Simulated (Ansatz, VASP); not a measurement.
# Two plane-wave programs on Zn

The input INCAR:

```
PREC = Accurate
ENCUT = 520
EDIFF = 1E-6
ISMEAR = 0
SIGMA = 0.05
LREAL = F
LASPH = T
NELM = 100
ALGO = Normal
ISIF = 2
LWAVE = F
LCHARG = F
GGA = PE
NBANDS = 12
```

KPOINTS

```
regular mesh
0
Gamma
  18 18 18
```

POSCAR

```
Zn
1.0
    0.0000000000      1.9642025027      1.9642025027
    1.9642025027      0.0000000000      1.9642025027
    1.9642025027      1.9642025027      0.0000000000
Zn
1
Direct
    0.0000000000      0.0000000000      0.0000000000
```

Input for Ansatz:

```yaml
crystal:
  lattice:
    - [0.0, 1.9642025027, 1.9642025027]
    - [1.9642025027, 0.0, 1.9642025027]
    - [1.9642025027, 1.9642025027, 0.0]
  atoms:
    - { symbol: Zn, position: [0.0, 0.0, 0.0] }
basis:
  ecutwfc: 420
  ecutrho_ratio: 4
kpoints:
  mp_grid: { grid: [18, 18, 18] }
hamiltonian:
  xc: pbe
scf:
  occupations: { method: gaussian, width: 0.05 }
output:
  forces: true
  stress: true
  eigenvalues: true
```

Alike in both runs: task single point; functional PBE; k mesh 18 × 18 × 18; occupations gaussian, width 0.05 eV; no spin polarisation.

|  | VASP | Ansatz |
| --- | --- | --- |
| version | VASP 6.6.1 | Ansatz 0.2.0 |
| potentials or method | VASP PAW PBE potentials, release 64 (Zn) | scalar-relativistic, plane waves, PAW |
| plane-wave cutoff (eV) | 520 | 420 |
| valence electrons in the cell | 12 | 12 |

```csv
,VASP,Ansatz,Ansatz less VASP
pressure (GPa),0.4,0.0,-0.40
```

The functional is the same, so the differences come from potentials, cutoffs and numerics.
